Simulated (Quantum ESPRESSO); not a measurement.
A run of Quantum ESPRESSO 7.5 is set up as follows.

The input pw.in:

```
&CONTROL
  calculation = 'scf'
  prefix = 'pwscf'
  outdir = './tmp'
  pseudo_dir = './pseudo'
  tprnfor = .true.
  tstress = .true.
  disk_io = 'low'
/
&SYSTEM
  ibrav = 0
  celldm(1) = 8
  nat = 2
  ntyp = 2
  ecutwfc = 55
  ecutrho = 440
  nbnd = 15
  input_dft = 'pbesol'
  occupations = 'smearing'
  smearing = 'fd'
  degauss = 0.00367493
/
&ELECTRONS
  conv_thr = 4d-10
  electron_maxstep = 120
  mixing_beta = 0.5
/
ATOMIC_SPECIES
W    183.8400 W_pbe_v1.2.uspp.F.UPF
C     12.0110 C.pbe-n-kjpaw_psl.1.0.0.UPF
CELL_PARAMETERS alat
  0.6865611226531   0.0000000000000   0.0000000000000
 -0.3432805613266   0.5945793734685   0.0000000000000
  0.0000000000000   0.0000000000000   0.6700496406392
ATOMIC_POSITIONS crystal
W      0.0000000000    0.0000000000    0.0000000000
C      0.6666666667    0.3333333333    0.5000000000
K_POINTS automatic
10 10 9 0 0 0
```

File nscf.in:

```
&CONTROL
  calculation = 'nscf'
  prefix = 'pwscf'
  outdir = './tmp'
  pseudo_dir = './pseudo'
  disk_io = 'low'
/
&SYSTEM
  ibrav = 0
  celldm(1) = 8
  nat = 2
  ntyp = 2
  ecutwfc = 55
  ecutrho = 440
  nbnd = 15
  input_dft = 'pbesol'
  occupations = 'tetrahedra_opt'
/
&ELECTRONS
  conv_thr = 1d-08
  electron_maxstep = 120
  mixing_beta = 0.5
  startingwfc = 'random'
/
ATOMIC_SPECIES
W    183.8400 W_pbe_v1.2.uspp.F.UPF
C     12.0110 C.pbe-n-kjpaw_psl.1.0.0.UPF
CELL_PARAMETERS alat
  0.6865611226531   0.0000000000000   0.0000000000000
 -0.3432805613266   0.5945793734685   0.0000000000000
  0.0000000000000   0.0000000000000   0.6700496406392
ATOMIC_POSITIONS crystal
W      0.0000000000    0.0000000000    0.0000000000
C      0.6666666667    0.3333333333    0.5000000000
K_POINTS automatic
15 15 14 0 0 0
```

Contents of projwfc.in:

```
&PROJWFC
  prefix = 'pwscf'
  outdir = './tmp'
  filpdos = 'p'
  Emin = 6
  Emax = 31
  DeltaE = 0.05
/
```

Potentials or basis: SSSP 1.3 efficiency PBE.

Launch:

```console
$ OMP_NUM_THREADS=1 pw.x -in pw.in > pw.out
$ OMP_NUM_THREADS=1 pw.x -in nscf.in > nscf.out
$ OMP_NUM_THREADS=1 projwfc.x -in projwfc.in > projwfc.out
```

(1) Estimate the Loewdin charges.

(2) Predict the pressure.

(3) Estimate the band gap on the k mesh.

Answers

(1) W +0.18; C -0.16 e.

(2) -2.1 GPa.

(3) none (metal or under the smearing width).

Caveat: the potentials were made for another functional, which shifts forces and pressure.
